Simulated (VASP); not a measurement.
A run of VASP 6.6.1:

INCAR

```
SYSTEM = Si
PREC = Accurate ; ENCUT = 600
EDIFF = 1E-6 ; ISMEAR = 0
SIGMA = 0.03 ; LREAL = .False.
LASPH = .True. ; NELM = 80
ALGO = Normal ; ISIF = 3
LWAVE = .False. ; LCHARG = .False.
IBRION = 2 ; NSW = 90
EDIFFG = -0.01 ; KPAR = 2
```

The input KPOINTS:

```
regular mesh
0
Gamma
  9 9 4
  0 0 0
```

File POSCAR:

```
Si
1.0
    3.8313174605      0.0000000000      0.0000000000
   -1.9156587303      3.3180182508      0.0000000000
    0.0000000000      0.0000000000      6.3326220002
Si
4
Direct
    0.3333333300      0.6666666700      0.0630095000
    0.6666666700      0.3333333300      0.5630095000
    0.3333333300      0.6666666700      0.4369905000
    0.6666666700      0.3333333300      0.9369905000
```

Potentials or basis: VASP PAW LDA potentials, release 64 (Si).

Command:

```sh
$ cat potpaw_LDA.64/Si/POTCAR > POTCAR
$ mpirun -np 2 vasp_std > vasp.out
```

Hardware: 2 MPI ranks on Intel(R) Xeon(R) 6975P-C (Granite Rapids), on a shared host.

Task: How long does it take, and how much memory?

Result: It took 12 s on 2 MPI ranks on Intel(R) Xeon(R) 6975P-C (Granite Rapids) (shared host), peak memory 0.19 GiB a rank. Counts: scf iterations 24, k points 36, ion steps 3.
